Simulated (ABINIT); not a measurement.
Input of an ABINIT 10.8.3 (patched build) run:

run.abi

```
# Pseudopotentials
pp_dirpath "./"
pseudos "Pb.LDA_PW-JTH_sp.xml, Se.LDA_PW-JTH.xml"

# Structure
acell 3*1.0 Angstrom
rprim
     0.0000000000     3.0606500000     3.0606500000
     3.0606500000     0.0000000000     3.0606500000
     3.0606500000     3.0606500000     0.0000000000
ntypat 2
znucl 82 34
natom 2
typat 1 2
xred
     0.0000000000     0.0000000000     0.0000000000
     0.5000000000     0.5000000000     0.5000000000

# Plane-wave basis
ecut 10.0
pawecutdg 20.0

# k points
kptopt 1
ngkpt 6 6 6
nshiftk 1
shiftk 0.0 0.0 0.0

# Exchange and correlation
ixc 7

# Bands and occupations
nband 9
occopt 3
tsmear 0.00183747

# SCF cycle
nstep 100
tolvrs 1.0e-9

# Output
iomode 3
prtwf 0
prtden 0
prteig 0
prtebands 0
enunit 2
prtvol 2
```

Potentials or basis: JTH PAW LDA v2.0 sp.

The run is started by

```bash
$ abinit run.abi > log 2>&1
```

Problem. Predict the band gap on the k mesh.

Solution. 0.20 eV, direct.

Problem. Predict the pressure.

Solution. -2.1 GPa.

Caveat: spin-orbit coupling is left out, which as a rule narrows the gap of such compounds by several tenths of an eV; this set keeps more shells in the core, which shifts pressures and gaps.

**Measured values to compare with.**

From a printed reference work, monograph, for a bulk crystal of PbSe at 4.2 K: band gap 0.15 eV (direct).

Against the measured gap of PbSe, 0.15 eV (direct; 4.2 K; a printed reference work, monograph), the calculated 0.20 eV is off by +0.05 eV. 2 values of this kind are on record (0.15 to 0.28 eV); this one was drawn at random. Spin-orbit coupling on Pb, Se is left out. The value is that of LDA on a finite k mesh, which can miss the band edges, without temperature or zero-point motion.
